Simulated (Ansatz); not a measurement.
# Ti (P6_3/mmc) in Ansatz: a series of runs

Aim: see how the results for Ti move with the level of theory and the settings. Levels: PBE, RPBE, RPBE+D4. Tasks: single point, relaxation of cell and atoms.

Everything below comes from runs of Ansatz 0.2.0. Logs are shortened: lines on timing, memory, paths and dates and some standing lists are left out, and cuts for length are marked.

### 1 The crystal as given

It takes space group P6_3/mmc (No. 194, hexagonal). Conventional cell: a = 2.950 Å, b = 2.950 Å, c = 4.680 Å, α = 90.00°, β = 90.00°, γ = 120.00°. Ti (site symmetry -6m2) is surrounded by 12 Ti at 2.89 to 2.95 Å.

### 2 Single point, PBE

Input file input.yaml:

```yaml
crystal:
  lattice:
    - [2.95, 0.0, 0.0]
    - [-1.475, 2.5547749412, 0.0]
    - [0.0, 0.0, 4.68]
  atoms:
    - { symbol: Ti, position: [0.6666666667, 0.3333333333, 0.75] }
    - { symbol: Ti, position: [0.3333333333, 0.6666666667, 0.25] }
hamiltonian:
  xc: pbe
  pseudopotentials: { kind: paw }
kpoints:
  mp_grid: { grid: [10, 10, 6] }
scf:
  occupations: { method: gaussian, width: 0.015 }
output:
  forces: true
  stress: true
  eigenvalues: true
```

Potentials or basis: Ansatz PAW.

Launch:

```sh
ansatz run input.yaml --threads 2 --pin off --max-ram 5632MiB --backend cpu --events-out ev --progress --plain --runs-dir out
```

Output:

```text
Warning: RAYON_NUM_THREADS=2 ignored (pool sized by the plan → 2); use --threads N
Engine: ansatz 0.2.0, x86_64-unknown-linux-gnu
Pseudopotentials: kind: paw
Pseudopotential: Ti, paw, valence charge 12, recommended cutoff 420 eV (normal), Ti.paw.azcp
Functional definition: PBE
  parameter kappa = 0.804
  parameter beta = 0.06672455060314922
  exchange = pbe_x(kappa = kappa, mu = beta*pi^2/3)
  correlation = pbe_c(beta = beta)
Crystal: 2 atoms, lattice volume = 35.271 Å³
Basis set: ecut = 420 eV, 687 PW (Γ), exchange–correlation on 40×40×64 points (8 copies of the dense FFT grid, shifted against one another)
Bands: 16, of which v1, the nominal top of the filled ones, is band 12 counted from 1 (11 counted from 0)
Symmetry: 24 space group operations
Space group: P63/mmc (ITA 194), of the structure as read, at distance tolerance 3.3e-5 Å
k-points: 56 of 600
Non-local potential: Ti, projectors of the file, l = 0: 3, l = 1: 2, l = 2: 3, l = 3: 1
PAW form: soft (Blöchl's): semilocal exchange-correlation on the pseudo side does not see the compensation charge
PAW one-centre angular grid: Ti, 590 points (default); XC on 64 Gauss nodes
Initial density: superposition of atomic densities (neutral atoms: chi_scale 0, normalization atom), corrected by the library's trained network
Initial wavefunctions: pseudopotential atomic-orbital guess
Functional: x = pbe(κ = 0.804, μ = 0.2195149727645171), c = pbe(β = 0.06672455060314922)
SCF iter   1: F=—  HF=-4999.328329 eV  |F-HF|=—  |Δ(HF+E_count)|=         —  Δρ=5.16e-3  dr2=4.76e-3  ethr=1.77e-3  ⟨swp⟩=4.2  Hψ=3628  notcnv=0
preconditioner: auto → none  [insulator: Δε(μ)=0.021 eV  Ē_g=2.793 eV  σ=0.015 eV  W_gap=0.51  n_scr=8 (ndim 8)  ℏωp=17.7 eV  f_vac=0.000  D(μ)=4.56/eV (n_scr^D=66)  ε∞_Penn≈41.1]
SCF iter   2: F=—  HF=-4999.327288 eV  |F-HF|=—  |Δ(HF+E_count)|=   1.04e-3  Δρ=1.89e-3  dr2=3.84e-4  ethr=1.98e-5  ⟨swp⟩=2.9  Hψ=1960  notcnv=0  defer=10
SCF iter   3: F=—  HF=-4999.327563 eV  |F-HF|=—  |Δ(HF+E_count)|=   2.75e-4  Δρ=5.88e-4  dr2=3.83e-5  ethr=1.60e-6  ⟨swp⟩=2.2  Hψ=1159  notcnv=0  defer=10
SCF iter   4: F=—  HF=-4999.327623 eV  |F-HF|=—  |Δ(HF+E_count)|=   6.02e-5  Δρ=8.37e-5  dr2=2.00e-6  ethr=1.60e-7  ⟨swp⟩=2.1  Hψ=1124  notcnv=0  defer=10
iter 5 did not close the SCF: its close was put off for the readings that it lacked (scf_convergence_deferred on its scf_iter line)
SCF iter   5: F=-4999.327623 eV  HF=-4999.327623 eV  |F-HF|=6.39e-9  |Δ(HF+E_count)|=   6.07e-7  Δρ=1.04e-5  dr2=1.33e-8  ethr=8.31e-9  ⟨swp⟩=2.9  Hψ=1536  notcnv=0  defer=10
SCF iter   6: F=-4999.327623 eV  HF=-4999.327623 eV  |F-HF|=1.50e-10  |Δ(HF+E_count)|=   8.16e-9  Δρ=8.85e-7  dr2=1.76e-10  ethr=5.56e-11  ⟨swp⟩=2.2  Hψ=2764  notcnv=0
SCF 1 converged in 6 iterations: F = -4999.327623 eV  dr2 = 1.76e-10
SCF converged after 6 iterations
Free energy (F): -4999.327623 eV
Harris-Foulkes:  -4999.327623 eV  (|F-HF|=1.50e-10)
Internal energy: -4999.327154 eV  (E = F + TS)
E sigma→0 (E₀):  -4999.327388 eV
Entropy (-TS):   -0.000469 eV (-0.234 meV/atom)
Fermi energy:    13.115638 eV
--- Per-component energies (eV) ---
  E_band       = -321.187385
  E_kinetic    = 543.850959
  E_local      = -1641.982763  (includes V_loc(G=0)·N_el)
  E_nonlocal   = 15.948259
  E_hartree    = 672.968663
  E_xc         = -194.679924
  E_vxc        = -243.526185  (∫ρ·V_xc dr)
  E_paw        = -2094.953729  (= ΣΔE_a)
  E_vpaw       = -341.415861  (= ΣTr[D̂ρ^β])
  E_aug_tail   = 0.000247  (compensation charges beyond the density's cutoff)
  E_ewald      = -2300.478866
  E_smearing   = -0.000469  (= −TS)
  E_closure    = 0.000000  (closes the sum)
  Σ components = -4999.327623   (vs F -4999.327623, Δ=0.00e0)
--- Forces (eV/Å), atoms counted from 1 ---
  atom   1  Ti     0.00000000    -0.00000000     0.00000000
  atom   2  Ti     0.00000000     0.00000000    -0.00000000
  max |Σ_I F_I| component: 1.11e-16 eV/Å
--- Stress (GPa, compression-positive) ---
       -1.331402      -0.000000       0.000000
       -0.000000      -1.331402      -0.000000
        0.000000      -0.000000      -1.606791
  P = ⅓ Tr σ = -1.4232 GPa (-14.232 kbar)
--- Band table (eV; the first three rows and the last of 56) ---
  k-point 0: bands = ["-43.7086", "-43.5797", "-20.2942", "-19.6804", "-19.6804", "-19.6194", "-19.5846", "-19.5846", "6.9904", "10.4905", "13.8492", "13.9065", "13.9065", "14.0045", "14.3918", "14.3918"]
  k-point 1: bands = ["-43.7000", "-43.5884", "-20.2506", "-19.6740", "-19.6740", "-19.6664", "-19.5910", "-19.5910", "7.2198", "10.3536", "13.5063", "13.8151", "13.8151", "13.8798", "14.2737", "14.2737"]
  k-point 2: bands = ["-43.6766", "-43.6122", "-20.1304", "-19.7933", "-19.6565", "-19.6565", "-19.6086", "-19.6086", "7.8717", "9.7847", "13.1214", "13.5614", "13.7409", "13.7409", "14.0260", "14.0260"]
  k-point 55: bands = ["-43.5688", "-43.5688", "-20.1221", "-20.1221", "-19.9234", "-19.9234", "-19.7105", "-19.7105", "11.6387", "11.6387", "12.3534", "12.3534", "12.9018", "12.9018", "14.7687", "14.7687"]
```

It took 4.3 s on 2 threads of Intel Xeon at 2.50GHz (Skylake/Cascade Lake), shared host; peak memory 0.34 GiB.

What came out:

| Property | Result |
| --- | --- |
| Free energy | -4999.3276 eV |
| Pressure | -1.4 GPa |
| Band gap on the k mesh | none (metal or under the smearing width) |

Stress tensor (GPa, compression positive):
```
-1.33  0.00  0.00
 0.00 -1.33  0.00
 0.00  0.00 -1.61
```

### 3 Single point, PBE

Edit input.yaml of step 2 so:

```diff
@@ -14,3 +14,3 @@
 scf:
-  occupations: { method: gaussian, width: 0.015 }
+  occupations: { method: gaussian, width: 0.016 }
 output:
@@ -19 +19,5 @@
   eigenvalues: true
+  write_density: true
+  write_potential: true
+  elf: true
+  volumetric_format: npy
```

Potentials or basis: Ansatz PAW.

Launch:

```sh
ansatz run input.yaml --threads 2 --pin off --max-ram 5632MiB --backend cpu --events-out ev --progress --plain --runs-dir out
```

It took 5.1 s on 2 threads of Intel Xeon at 2.50GHz (Skylake/Cascade Lake), shared host; peak memory 0.34 GiB.

The run converged. Its results:

```yaml
Free_energy: -4999.3277 eV
Pressure: -1.4 GPa
Band_gap_on_the_k_mesh: none (metal or under the smearing width)
```

Stress tensor (GPa, compression positive):
```
-1.33  0.00  0.00
 0.00 -1.33  0.00
 0.00  0.00 -1.60
```

Levels at points of the mesh, in eV from the Fermi level:
```tsv
k point	band 10	band 11	band 12	band 13	band 14	band 15
(0.00, 0.00, 0.00)	-2.63	0.73	0.79	0.79	0.89	1.28
(0.00, 0.00, -0.50)	-4.30	0.10	0.10	0.70	0.70	0.70
(0.00, -0.50, 0.00)	-2.09	-1.79	-0.62	0.51	0.63	1.17
(0.00, -0.50, -0.50)	-2.48	-0.78	-0.78	1.31	1.31	1.73
```

### 4 Single point, PBE

Edit input.yaml of step 3 so:

```diff
@@ -14,3 +14,3 @@
 scf:
-  occupations: { method: gaussian, width: 0.016 }
+  occupations: { method: gaussian, width: 0.05 }
 output:
```

Potentials or basis: Ansatz PAW.

Launch:

```sh
ansatz run input.yaml --threads 2 --pin off --max-ram 5632MiB --backend cpu --events-out ev --progress --plain --runs-dir out
```

Output:

```text
Warning: RAYON_NUM_THREADS=2 ignored (pool sized by the plan → 2); use --threads N
[... 8 set-up lines as earlier in the session ...]
Crystal: 2 atoms, lattice volume = 35.271 Å³
Basis set: ecut = 420 eV, 687 PW (Γ), exchange–correlation on 40×40×64 points (8 copies of the dense FFT grid, shifted against one another)
Bands: 16, of which v1, the nominal top of the filled ones, is band 12 counted from 1 (11 counted from 0)
[... 2 set-up lines as earlier in the session ...]
k-points: 56 of 600
[... 1 set-up line as earlier in the session ...]
[... 31 lines left out ...]
  E_vpaw       = -341.431910  (= ΣTr[D̂ρ^β])
  E_aug_tail   = 0.000247  (compensation charges beyond the density's cutoff)
  E_ewald      = -2300.478866
  E_smearing   = -0.003572  (= −TS)
  E_closure    = -0.000000  (closes the sum)
  Σ components = -4999.329412   (vs F -4999.329412, Δ=0.00e0)
--- Forces (eV/Å), atoms counted from 1 ---
  atom   1  Ti    -0.00000000    -0.00000000     0.00000000
  atom   2  Ti     0.00000000     0.00000000    -0.00000000
  max |Σ_I F_I| component: 5.55e-17 eV/Å
--- Stress (GPa, compression-positive) ---
       -1.348245       0.000000       0.000000
        0.000000      -1.348245      -0.000000
        0.000000      -0.000000      -1.625985
  P = ⅓ Tr σ = -1.4408 GPa (-14.408 kbar)
--- Band table (eV; the first three rows and the last of 56) ---
  k-point 0: bands = ["-43.7058", "-43.5769", "-20.2928", "-19.6773", "-19.6773", "-19.6179", "-19.5814", "-19.5814", "6.9905", "10.4914", "13.8489", "13.9088", "13.9088", "14.0058", "14.3944", "14.3944"]
  k-point 1: bands = ["-43.6973", "-43.5856", "-20.2492", "-19.6709", "-19.6709", "-19.6649", "-19.5879", "-19.5879", "7.2200", "10.3544", "13.5063", "13.8173", "13.8173", "13.8810", "14.2762", "14.2762"]
  k-point 2: bands = ["-43.6739", "-43.6094", "-20.1290", "-19.7918", "-19.6534", "-19.6534", "-19.6055", "-19.6055", "7.8719", "9.7851", "13.1220", "13.5626", "13.7431", "13.7431", "14.0283", "14.0283"]
  k-point 55: bands = ["-43.5661", "-43.5661", "-20.1197", "-20.1197", "-19.9203", "-19.9203", "-19.7083", "-19.7083", "11.6394", "11.6394", "12.3544", "12.3544", "12.9035", "12.9035", "14.7707", "14.7707"]
```

rho_z.tsv:

```text
# z_ang	rho[e/angstrom^3]
# format = ansatz-planar-average/11
# lattice	2.950000000	0.000000000	0.000000000
# lattice	-1.475000000	2.554774941	0.000000000
# lattice	0.000000000	0.000000000	4.680000000
# sites	2
# site	22	1.475000000	0.851591647	3.510000000
# site	22	0.000000000	1.703183294	1.170000000
0.000000	1.890158e-1
0.146250	1.966462e-1
0.292500	2.261643e-1
0.438750	3.109232e-1
0.585000	5.024920e-1
0.731250	8.079746e-1
0.877500	1.148765e0
1.023750	1.406222e0
1.170000	1.499672e0
1.316250	1.406222e0
1.462500	1.148765e0
1.608750	8.079746e-1
1.755000	5.024920e-1
1.901250	3.109232e-1
2.047500	2.261643e-1
2.193750	1.966462e-1
2.340000	1.890158e-1
2.486250	1.966462e-1
2.632500	2.261643e-1
2.778750	3.109232e-1
2.925000	5.024920e-1
3.071250	8.079746e-1
3.217500	1.148765e0
3.363750	1.406222e0
3.510000	1.499672e0
3.656250	1.406222e0
3.802500	1.148765e0
3.948750	8.079746e-1
4.095000	5.024920e-1
4.241250	3.109232e-1
4.387500	2.261643e-1
4.533750	1.966462e-1
```

It took 4.1 s on 2 threads of Intel Xeon at 2.50GHz (Skylake/Cascade Lake), shared host; peak memory 0.35 GiB.

What came out:

```yaml
Free_energy: -4999.3294 eV
Pressure: -1.4 GPa
Band_gap_on_the_k_mesh: none (metal or under the smearing width)
```

(Continued in part 2 of 2.)
